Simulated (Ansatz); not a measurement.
Zinc-blende ZnTe, treated with PBEsol (plane waves, PAW; Ansatz, a first-principles code).

Run with plane-wave cutoff 520 eV, 10×10×10 k mesh, Fermi–Dirac smearing 0.01 eV, scalar-relativistic PAW data made under PBE.

On both sides of the equilibrium volume: at 27.340 Å³/atom the pressure is 1.06 GPa and the direct gap at Γ 1.336 eV; at 28.456 Å³/atom they are -0.95 GPa and 1.147 eV. The fitted bulk modulus is 50.4 GPa.

Work out the volume deformation potential of this gap and its pressure coefficient, in two ways.

a_V = dE_g/d ln V = (1.147 − 1.336)/ln(28.456/27.340) = -4.72 eV. Since dP = −B d ln V, dE_g/dP = −a_V/B = 94 meV/GPa. Straight from the pressures: (1.336 − 1.147)/(1.06 − (-0.95)) = 94 meV/GPa. At this level and over this range the gap at Γ widens under pressure.

Spin–orbit coupling is not included; with these elements it can move the gap by several tenths of an eV or more.
